Row 1 looks wrong: its phonon frequency is −84.3 cm⁻¹. The minus sign stands for an imaginary frequency. When the atoms are displaced along this motion, the energy falls, so this crystal of Ga₂O₃ is a hypothetical one that would distort if it were free to. Yet the row has an infrared intensity of 25.5, second only to row 7.

Zone-centre optical modes of Ga₂O₃, built as A-type La₂O₃ and relaxed (P-3m1, 5 atoms, a = 2.993, c = 6.996 Å), from Ansatz 0.2.0 by linear response with PBEsol, plane-wave PAW, cutoff 420 eV, k mesh 9×9×4 and fixed occupations. Rows are degenerate levels without the longitudinal term, with intensities summed over each level; a negative frequency is imaginary.

| row | phonon frequency (cm⁻¹) | phonon degeneracy | phonon infrared intensity ((debye/Å)²/amu) |
| --- | --- | --- | --- |
| 1 | -84.3 | 2 | 25.5 |
| 2 | 71.8 | 2 | 0 |
| 3 | 204.7 | 1 | 0 |
| 4 | 398.7 | 1 | 11.5 |
| 5 | 532.5 | 1 | 0 |
| 6 | 533.0 | 1 | 0.336 |
| 7 | 539.3 | 2 | 34.3 |
| 8 | 542.1 | 2 | 0 |

The intensity measures how much electric dipole a vibration creates. Three sizes are worth remembering for this oxide, in the unit of the table: ten to a few tens for a bright level, a few tenths for a weak one, and exactly zero for a dark one. They can be estimated by hand from charges, masses and a picture of which atoms move together.

**Rows 2 and 3: dark by symmetry.** The cell was built as A-type La₂O₃, but in its relaxed form each gallium has only six oxygen neighbours, and the crystal consists of separate slabs with the layer order O–Ga–O–Ga–O. The central oxygen sits at a centre of inversion. In some vibrations the two gallium atoms move in opposite directions, the two outer oxygens do the same, and the central oxygen stands still. Each dipole then has an equal and opposite partner, and the intensity is zero. Rows 5 and 8 are dark for the same reason, so half of the table needs no arithmetic.

**Row 4: oxygen against gallium.** In the remaining vibrations the two halves of the slab move in phase and their dipoles add. To estimate the intensity $I$, cut the cell into two rigid pieces that move against each other:

$$I \approx g\,\frac{(4.80\,Q)^2}{\mu}$$

Here $g$ is the phonon degeneracy, $Q$ the charge of one piece in elementary charges, $\mu$ the reduced mass of the two pieces in atomic mass units, and 4.80 converts an elementary charge to debye per ångström. The right charge is the Born charge, which tells how much dipole appears when an atom is displaced and so includes the electrons that shift with it.

Row 4 is a motion along c, the direction across the slabs. Let all three oxygens move against both gallium atoms. The same calculation gives gallium a Born charge of 2.13 along c, so $Q = 2 \times 2.13 = 4.26$. The masses are 139.4 for gallium and 48.0 for oxygen, hence $\mu = 139.4 \times 48.0/187.4 = 35.7$. With $g = 1$ the estimate is $(4.80 \times 4.26)^2/35.7 \approx 11.7$, within 2 % of the computed 11.5.

This motion is bright because every ion helps: positive ions go one way and negative ions the other. The computed intensity is built from the same Born charges, so the agreement tests the assumed motion and not the charges. If only the central oxygen moved against everything else, the estimate would be 4.7, far too low.

**Rows 5 and 6: the partner gets the rest.** Each direction has only two infrared-active vibrations, and their summed intensity is fixed:

$$I_1 + I_2 = g\,(4.80)^2 \sum_i \frac{Z_i^2}{m_i}$$

The sum runs over the five atoms, with Born charges $Z_i$ and masses $m_i$. Along c it is 11.9, and row 4 takes almost all of it. What is left for row 6 is a motion of the central oxygen against the outer ones, in which ions of like charge move in opposite directions and their dipoles largely cancel. The estimate of 0.2 against a computed 0.34 is poor in relative terms, as a small difference between two large numbers tends to be, but it rightly marks the level as weak.

Row 5 lies within 1 cm⁻¹ of row 6 and is dark. Rows 5 to 8 all lie within 10 cm⁻¹ of one another, and they include dark levels, a weak one and the brightest of the table. Frequency is no guide to brightness here; the pattern of motion is.

**Rows 7 and 1: motion within the slab plane.** Here the same cut fails. Moving all oxygens against gallium would give one level nearly the whole in-plane sum of 59.8, whereas the table splits it between rows 1 and 7. The bonds suggest a better cut. Gallium has three short bonds of 1.88 Å to outer oxygens, and these are tilted only 23° out of the plane. A sideways shift stretches them strongly, while a shift along c mostly swings them. Rows 5 and 6 fit this badly: they are motions along c, yet they lie almost as high as rows 7 and 8, so the tilt of the short bonds can't be the whole story.

Sideways, then, gallium and its outer oxygens should move as one stiff half-layer, and the soft motion is the central oxygen sliding between two such half-layers. For row 1 this means $Q = 2.57$, the size of the in-plane Born charge of the central oxygen, and $\mu = 16.0 \times 171.4/187.4 = 14.6$. With $g = 2$ the estimate is $2 \times (4.80 \times 2.57)^2/14.6 \approx 21$, which is 18 % below the computed value. Row 7 receives the rest, about 39, which is 13 % too high.

This picture of the motion is argued from the bonds. A cut that moves the outer oxygens against everything else would give row 1 an intensity of 31, too high by about as much as the chosen cut is too low. The intensities alone therefore don't decide between the two, but the frequencies favour the chosen cut. It leaves row 7 as a motion of the outer oxygens against gallium, with the central oxygen at rest. If the short bonds govern this motion, its frequency should hardly change when the two half-layers vibrate in opposition, as they do in a dark level. Row 8 does lie only 3 cm⁻¹ higher. This is weak support, though, because rows 5 and 6 lie closer still, and in row 6 the central oxygen was taken to move.

**How far the rule reaches.** With Born charges, the three bright levels come out within 20 % of the computed values. The rule has no adjustable constant, but the cuts were chosen with the computed intensities in view, so this accuracy describes the present table and is no forecast for another crystal. The rule is easiest to use where each direction has only two active vibrations, because one good guess then settles both.

The formal charges +3 and −2 make the estimate possible without computed charges, at a price. They give half the computed intensity for row 1 and twice the computed intensity for row 4. The close agreement in row 7 is an accident, since its partner is so far off. Formal charges are good for telling bright from weak, and for little more.

Frequencies are beyond the rule, and row 1 shows why. Suppose that row 2 is the dark counterpart of row 1, with the two half-layers sliding in opposite directions about a central oxygen at rest. The spring deduced from row 2 would then put row 1 at a real frequency near 246 cm⁻¹. The estimate fails because it allows only one kind of spring, between the central oxygen and each half-layer. In this picture row 1 depends on that spring alone, so its imaginary frequency means that the spring is negative and pushes the central oxygen away from its place. Row 2 is real all the same, so forces between the half-layers themselves must hold them in position. Why the spring is negative is less certain. The cause may be electrical: in row 1 the dipoles of all cells point the same way, and their fields can pull the ions further from their places. The large intensity fits this explanation, but the separate forces were not computed. Whatever the cause, row 1 is a sign that the structure would change, and not an absorption line to look for in a spectrum.

The output below compares the rule, with both sets of charges, with every row.

Numerical output:

```
Intensities in (debye/A)^2/amu:
  row  rule with Born charges  rule with formal charges  computed  miss of Born rule in percent  formal rule over computed
    1                   20.85                     12.61      25.5                        -18.24                     0.4945
    2                       0                         0         0                             0                          0
    3                       0                         0         0                             0                          0
    4                   11.68                     23.26      11.5                         1.536                      2.022
    5                       0                         0         0                             0                          0
    6                  0.2001                         0     0.336                        -40.44                          0
    7                   38.91                      33.9      34.3                         13.45                     0.9885
    8                       0                         0         0                             0                          0
Square of one elementary charge, (debye/A)^2: 23.07
Reduced mass, three O against two Ga, amu: 35.71
Reduced mass, central O against the rest, amu: 14.63
In-plane intensity sum from charges and masses, (debye/A)^2/amu: 59.76
Intensity sum along c from charges and masses, (debye/A)^2/amu: 11.88
Share of row 4 in the sum along c, percent: 96.83
Share of row 1 in the in-plane sum, percent: 42.67
Rival in the plane, all O against Ga, (debye/A)^2/amu: 59.34
Rival in the plane, outer O against the rest, (debye/A)^2/amu: 30.75
Rival along c, central O against the rest, (debye/A)^2/amu: 4.671
Row 1 frequency expected from row 2 by sliding half-layers, cm^-1: 245.8
Tilt of the short Ga-O bonds out of the plane, degrees: 23.2
Tilt of the long Ga-O bonds out of the plane, degrees: 38.89
```
